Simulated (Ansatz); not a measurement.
Wanted: the native input for an Ansatz 0.2.0 run.

* Task: band structure
* Functional: RPBE
* Potentials or basis: Ansatz PAW
* Cutoff: 420 eV (not typed: the program's choice for these potentials)
* k mesh: 12 × 12 × 12
* Occupations: fermi-dirac, width 0.05 eV
* Spin: no spin polarisation
* Path: [["G", "X", "W", "K", "G", "L", "U", "W", "L", "K"], ["U", "X"]]
* Points for each segment of the path: 14

Ir:

```xyz
1
Lattice="0.0000 1.9156 1.9156 1.9156 0.0000 1.9156 1.9156 1.9156 0.0000" Properties=species:S:1:pos:R:3 pbc="T T T"
Ir    0.0000    0.0000    0.0000
```

One way to write it, as run:

input.yaml

```yaml
crystal:
  lattice:
    - [0.0, 1.9156, 1.9156]
    - [1.9156, 0.0, 1.9156]
    - [1.9156, 1.9156, 0.0]
  atoms:
    - { symbol: Ir, position: [0.0, 0.0, 0.0] }
hamiltonian:
  xc: rpbe
  pseudopotentials: { kind: paw }
kpoints:
  mp_grid: { grid: [12, 12, 12] }
  band_path:
    path:
      - [[0.0, 0.0, 0.0], [0.5, 0.0, 0.5], [0.5, 0.25, 0.75], [0.375, 0.375, 0.75], [0.0, 0.0, 0.0], [0.5, 0.5, 0.5], [0.625, 0.25, 0.625], [0.5, 0.25, 0.75], [0.5, 0.5, 0.5], [0.375, 0.375, 0.75]]
      - [[0.625, 0.25, 0.625], [0.5, 0.0, 0.5]]
    npoints: 14
scf:
  occupations: { method: fermi_dirac, width: 0.05 }
  n_extra_bands: 6
output:
  forces: true
  stress: true
  eigenvalues: true
  fatbands: false
```

Potentials or basis: Ansatz PAW.

Command:

```bash
$ ansatz run input.yaml --threads 2 --pin off --max-ram 5632MiB --backend cpu --events-out ev --progress --plain --runs-dir out
```

It gave:

| Property | Result |
| --- | --- |
| Pressure | 15.4 GPa |
| Band gap on the k mesh | none (metal or under the smearing width) |

Caveat: so large a pressure means that the cell lies far from this level's equilibrium, or that cutoff or potentials fall short; spin-orbit coupling is left out, which moves the levels of the heavy elements; the PAW data sets come from PBE, with cores solved anew for the run's functional, which leaves a small shift of forces and pressure.

Wall time 1.2 s on 2 threads of Arm Neoverse V1 (shared host), peak memory 0.26 GiB.
